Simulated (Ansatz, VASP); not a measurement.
**MnS (Rambergite) in VASP and in Ansatz**

```
CELL_PARAMETERS angstrom
3.46058 0.00000 0.00000
-1.73029 2.99695 0.00000
0.00000 0.00000 5.98653
ATOMIC_POSITIONS crystal
Mn 0.33333 0.66667 0.00967
Mn 0.66667 0.33333 0.50967
S 0.33333 0.66667 0.37533
S 0.66667 0.33333 0.87533
```

Alike in both runs: functional PBE; k mesh 10 × 10 × 6; occupations gaussian, width 0.05 eV; no spin polarisation.

Ansatz relaxed the structure, and its values are those at the end. VASP's run is a single point on that final structure, the one shown.

```csv
,VASP,Ansatz
version,VASP 6.6.1,Ansatz 0.2.0
potentials or method,"VASP PAW PBE potentials, release 64 (Mn_pv, S)","scalar-relativistic, plane waves, PAW"
plane-wave cutoff (eV),520,420
valence electrons in the cell,38,42
```

```tsv
	VASP	Ansatz	Ansatz less VASP
gap on the k mesh at the Fermi level (eV)	none	none	-
pressure (GPa)	0.1	0.0	-0.14
```

A gap of «none» marks a metal or a gap that the smearing closes. The two sets of potentials don't hold the same shells in valence.

Caveats: the run has no spin polarisation, though such a crystal can be magnetic; semilocal functionals often make such compounds metallic where correlation or magnetic order opens a gap, which also shifts bond lengths. Spin polarisation is off, so any magnetic state and its effect on volume and gap are missing.
